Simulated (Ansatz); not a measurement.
# NaCl: the cost of one run

Method: DFT PBE, scalar-relativistic, plane waves, PAW, in Ansatz 0.2.0.

## Step 1: The system as given

It takes space group Pm-3m (No. 221, cubic). The conventional cell has a = 3.448 Å, b = 3.448 Å, c = 3.448 Å, α = 90.00°, β = 90.00°, γ = 90.00°. Around Na (site symmetry m-3m) lie 8 Cl at 2.99 Å. Around Cl (site symmetry m-3m) lie 8 Na at 2.99 Å.

Structure file:

```cif
data_structure
_symmetry_space_group_name_H-M 'P 1'
_symmetry_Int_Tables_number 1
_cell_length_a 3.4477
_cell_length_b 3.4477
_cell_length_c 3.4477
_cell_angle_alpha 90.000
_cell_angle_beta 90.000
_cell_angle_gamma 90.000
_cell_volume 40.98
loop_
_atom_site_label
_atom_site_type_symbol
_atom_site_fract_x
_atom_site_fract_y
_atom_site_fract_z
_atom_site_occupancy
Na1 Na 0.00000 0.00000 0.00000 1
Cl1 Cl 0.50000 0.50000 0.50000 1
```

This is a trial structure built by rule; it need not be a known or stable form of this composition.

This is a trial structure, the caesium chloride prototype, and another one may lie lower.

## Step 2: The reference run: phonons at Γ

input.yaml reads:

```yaml
crystal:
  lattice:
    - [3.4477, 0.0, 0.0]
    - [0.0, 3.4477, 0.0]
    - [0.0, 0.0, 3.4477]
  atoms:
    - { symbol: Na, position: [0.0, 0.0, 0.0] }
    - { symbol: Cl, position: [0.5, 0.5, 0.5] }
basis:
  ecutwfc: 420
kpoints:
  mp_grid: { grid: [8, 8, 8] }
hamiltonian:
  xc: pbe
scf:
  occupations: { method: fixed }
output:
  eigenvalues: true
phonons:
  method: dfpt
  dielectric: true
  rigid_motions: translations
```

Run with:

```
> ansatz run input.yaml --threads 1 --pin off --max-ram 1228MiB --backend cpu --events-out ev --progress --plain --runs-dir out
```

What time and memory should one allow on 1 thread of an Arm CPU, shared host?

About 36 s, with a peak of 0.42 GiB.
